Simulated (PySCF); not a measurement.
Ground-state electric properties of a mixed set of molecules.

All values: PBE0/def2-SVPD (PySCF) at GFN2-xTB geometries, gas phase, one conformer each. Core orbitals are frozen in the response; Δα² is half the sum of the squared differences of the principal polarisabilities.

(1) Rank by HOMO–LUMO gap, highest first.
A. `C#CP1CC=C([SiH3])C1`
B. `C=CC/C=C/OC(F)F`
C. `CCCN1CC1`
D. `C=CC[SiH2]O[SiH2][SiH3]`
E. `C=CCCCN`
F. `C=NC(C)(C)C`

(2) Rank by mean static polarisability, lowest first.
A. `CCCN1CC1`
B. `C=CC/C=C/OC(F)F`
C. `C#CP1CC=C([SiH3])C1`
D. `C1(F)=C(F)CC[C@H](O1)C`
E. `C=NC(C)(C)C`
F. `C1CCNCC1`

Results:

(1) C (7.57 eV), E (7.16 eV), B (7.03 eV), F (6.83 eV), D (6.64 eV), A (6.41 eV).

(2) F (9.78 Å³), A (10.13 Å³), E (10.37 Å³), D (10.92 Å³), B (12.02 Å³), C (17.44 Å³).

All values together:

```csv
SMILES,formula,μ (D),HOMO (eV),LUMO (eV),α (Å³),Δα (Å³),electrons,α per electron (Å³)
C[C@@H]1CCC(F)=C(F)O1,C6H8F2O,4.09,-6.51,0.44,10.92,3.62,70,0.156
CCCN1CC1,C5H11N,1.04,-6.70,0.88,10.13,2.70,48,0.211
C#CP1CC=C([SiH3])C1,C6H9PSi,1.04,-6.86,-0.45,17.44,4.02,74,0.236
C1CCNCC1,C5H11N,1.21,-6.18,0.79,9.78,1.35,48,0.204
C=CCCCN,C5H11N,0.99,-6.80,0.36,10.70,4.39,48,0.223
C=CC/C=C/OC(F)F,C6H8F2O,2.81,-7.39,-0.36,12.02,6.38,70,0.172
C=CC[SiH2]O[SiH2][SiH3],C3H12OSi3,0.70,-7.18,-0.54,17.64,2.70,80,0.221
C=NC(C)(C)C,C5H11N,1.39,-6.97,-0.14,10.37,2.47,48,0.216
```

Conformers: `[CH3:1][C@@H:2]1[CH2:3][CH2:4][C:5]([F:6])=[C:7]([F:8])[O:9]1` with C1–C2–C3–C4 179°, C2–C3–C4–C5 44°, C3–C4–C5–F6 164°, C5–C7–O9–C2 -13°; `[CH3:1][CH2:2][CH2:3][N:4]1[CH2:5][CH2:6]1` with C1–C2–C3–N4 178°, C2–C3–N4–C5 86°; `[CH:1]#[C:2][P:3]1[CH2:4][CH:5]=[C:6]([SiH3:7])[CH2:8]1` with C2–P3–C4–C5 78°, P3–C4–C5–C6 14°, C5–C6–C8–P3 -14°, C2–P3–C8–C6 -78°; `[CH2:1]1[CH2:2][CH2:3][NH:4][CH2:5][CH2:6]1` with C6–C1–C2–C3 -55°, C1–C2–C3–N4 56°, C2–C3–N4–C5 -56°, C3–N4–C5–C6 56°; `[CH2:1]=[CH:2][CH2:3][CH2:4][CH2:5][NH2:6]` with C1–C2–C3–C4 -122°, C2–C3–C4–C5 175°, C3–C4–C5–N6 65°, C4–C5–N6–H -63° and 56°; `[CH2:1]=[CH:2][CH2:3]/[CH:4]=[CH:5]/[O:6][CH:7]([F:8])[F:9]` with C1–C2–C3–C4 -117°, C2–C3–C4–C5 -113°, C4–C5–O6–C7 -13°, C5–O6–C7–F8 -166°; `[CH2:1]=[CH:2][CH2:3][SiH2:4][O:5][SiH2:6][SiH3:7]` with C1–C2–C3–Si4 -104°, C2–C3–Si4–O5 57°, C3–Si4–O5–Si6 5°, Si4–O5–Si6–Si7 53°.

Problem. How closely does the mean polarisability follow the number of electrons in this set?

Solution. The correlation coefficient is 0.82; α per electron runs from 0.156 to 0.236 Å³.
